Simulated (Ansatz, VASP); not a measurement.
## Ta: VASP beside Ansatz

```
CELL_PARAMETERS angstrom
-1.62564 1.62564 1.62564
1.62564 -1.62564 1.62564
1.62564 1.62564 -1.62564
ATOMIC_POSITIONS crystal
Ta 0.00000 0.00000 0.00000
```

Alike in both runs: functional LDA; k mesh 18 × 18 × 18; occupations fermi-dirac, width 0.05 eV; non-collinear spin, spin-orbit coupling.

Ansatz relaxed the structure, and its values are those at the end. VASP's run is a single point on that final structure, the one shown.

|  | VASP | Ansatz |
| --- | --- | --- |
| version | VASP 6.6.1 | Ansatz 0.2.0 |
| potentials or method | VASP PAW LDA potentials, release 64 (Ta_pv), cutoff 520 eV | all-electron LAPW |

|  | VASP | Ansatz | Ansatz less VASP |
| --- | --- | --- | --- |
| pressure (GPa) | 0.9 | 0.0 | -0.94 |
| net moment per atom (μB) | 0.00 | 0.00 | 0.000 |

Ansatz ran all-electron here, so the differences hold the error of VASP's frozen core and of both bases.
